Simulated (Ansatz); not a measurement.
Method: DFT PBE, scalar-relativistic, plane waves, PAW (Ansatz). Settings: cutoff 420 eV, Γ-centred meshes spaced at most about 0.3 Å⁻¹, and about 0.25 Å⁻¹ or finer for metals (2π included), Gaussian smearing. No spin polarisation in the final relaxations.

These are static total energies at zero pressure.

Two relaxed structures of Ge:

A.

```xyz
6
Lattice="-3.5528 3.5528 3.5528 3.5528 -3.5528 3.5528 3.5528 3.5528 -3.5528" Properties=species:S:1:pos:R:3 pbc="T T T"
Ge    1.7764    0.0000    3.5528
Ge    0.0000    3.5528    1.7764
Ge    0.0000    1.7764    3.5528
Ge    1.7764    3.5528    0.0000
Ge    3.5528    0.0000    1.7764
Ge    3.5528    1.7764    0.0000
```

B.

```xyz
6
Lattice="4.0887 0.0000 0.0000 0.0000 6.2116 0.0000 0.0000 0.0000 6.2653" Properties=species:S:1:pos:R:3 pbc="T T T"
Ge    3.0665    1.8298    0.7311
Ge    1.0222    4.3818    5.5342
Ge    1.0222    1.8298    5.5342
Ge    3.0665    4.3818    0.7311
Ge    1.0222    0.0000    3.8419
Ge    3.0665    0.0000    2.4234
```

Question: Which form is favoured at zero pressure, and by what margin per atom?

Answer: B is lower, by 47 meV/atom. A has space group Im-3m (No. 229), 29.9 Å³/atom and no gap on its mesh; B has space group Pmma (No. 51), 26.5 Å³/atom and no gap. Counting all near atoms (those within 1.25 times the shortest such distance or 1.15 times the sum of covalent radii), A and B both have Ge 4. The denser one is the lower, and pressure would at first widen the difference. Both come from invented guesses. The part of the Crystallography Open Database at hand lists Ge in space groups No. 64, 96, 227; no cell shown has one of them.

The zero gap of Im-3m, Pmma may come from the functional, which often closes small gaps. Cells relaxed within their symmetry can be saddle points.
